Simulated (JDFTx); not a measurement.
# Sb in JDFTx: convergence with k mesh

The system is Sb.

```
Sb
1.0
     3.16000    0.00000    0.00000
     0.00000    3.16000    0.00000
     0.00000    0.00000    3.16000
Sb
1
Cartesian
  0.0000 0.0000 0.0000
```

This isn't the form of Sb at room conditions, which is rhombohedral.

| Item | Value |
| --- | --- |
| Program | JDFTx 1.7.0 (patched build) |
| Task | convergence study |
| Functional | PBEsol |
| Potentials or basis | PseudoDojo-SR-PBEsol-0.4.1-standard |
| Cutoff | 1088 eV |
| Density cutoff | 4354 eV |
| k mesh | 1 × 1 × 1 |
| Occupations | fermi-dirac, width 0.05 eV |
| Spin | no spin polarisation |

These are the settings of the first run; the series varies k mesh, with any setting tied to it.

Hardware: 1 thread of Intel(R) Xeon(R) 6975P-C (Granite Rapids) (shared host).

```
      k mesh  energy less the tightest run, at zero smearing (meV/atom)  pressure (GPa)  SCF cycles  CPU time (s)  peak memory (GiB)
   1 × 1 × 1                                                   10138.32           34.18          12           2.7               0.04
   2 × 2 × 2                                                   -1960.35           -8.93          12           5.9               0.05
   3 × 3 × 3                                                     390.36           -4.92          11           4.3               0.05
   4 × 4 × 4                                                     398.75           -5.39          11           9.1               0.05
   5 × 5 × 5                                                     105.80           -4.84          11           9.4               0.05
   6 × 6 × 6                                                     -26.03           -3.93          11            13               0.06
   8 × 8 × 8                                                      21.87           -4.74          11            21               0.08
10 × 10 × 10                                                       0.00           -5.12          11            47               0.11
```

Not settled before the last step: the energy (to 1 meV/atom), the pressure (to 0.1 GPa). Meshes of other sizes hit other points, so gaps and Fermi surfaces needn't settle smoothly. The tightest run that finished is the yardstick and may itself not be fully converged.

Caveat, for the tightest run too: the empty levels aren't tightly converged. The run has no spin-orbit coupling, so splittings on Sb are missing.
